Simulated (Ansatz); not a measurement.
Crystal: Hf.

```xyz
1
Lattice="0.0000 2.2200 2.2200 2.2200 0.0000 2.2200 2.2200 2.2200 0.0000" Properties=species:S:1:pos:R:3 pbc="T T T"
Hf    0.0000    0.0000    0.0000
```

This isn't the form of Hf at room conditions, which is hcp.

| Item | Value |
| --- | --- |
| Program | Ansatz 0.2.0 |
| Task | relaxation of cell and atoms |
| Functional | r2SCAN |
| Potentials or basis | Ansatz PAW |
| Cutoff | 500 eV (not typed: the program's choice for these potentials) |
| k mesh | 10 × 10 × 10 |
| Occupations | fermi-dirac, width 0.05 eV |
| Spin | no spin polarisation |

At the start: volume 21.88 Å³/atom.

**Question.** How do energy, volume and symmetry change on relaxing?

**Answer.** It ends after 4 steps and the volume is 22.43 Å³/atom (+2.5 %); space group Fm-3m (No. 225, to 0.05 Å).

Step by step:
| step | energy change (eV) | largest force (eV/Å) | volume (Å³) |
| --- | --- | --- | --- |
| 1 | 0.0000 | 0.0000 | 21.88 |
| 2 | -0.0042 | 0.0000 | 22.45 |
| 3 | -0.0042 | 0.0000 | 22.43 |
| 4 | -0.0043 | 0.0000 | 22.43 |

Final structure:
```
Hf
1.0
     0.00000    2.23853    2.23853
     2.23853    0.00000    2.23853
     2.23853    2.23853    0.00000
Hf
1
Direct
  0.00000 0.00000 0.00000
```

Caveat: the plane-wave basis is chosen anew once the cell has moved, so the energies of steps on either side of that aren't comparable; the PAW data sets come from PBE, with cores solved anew for the run's functional, which leaves a small shift of forces and pressure.
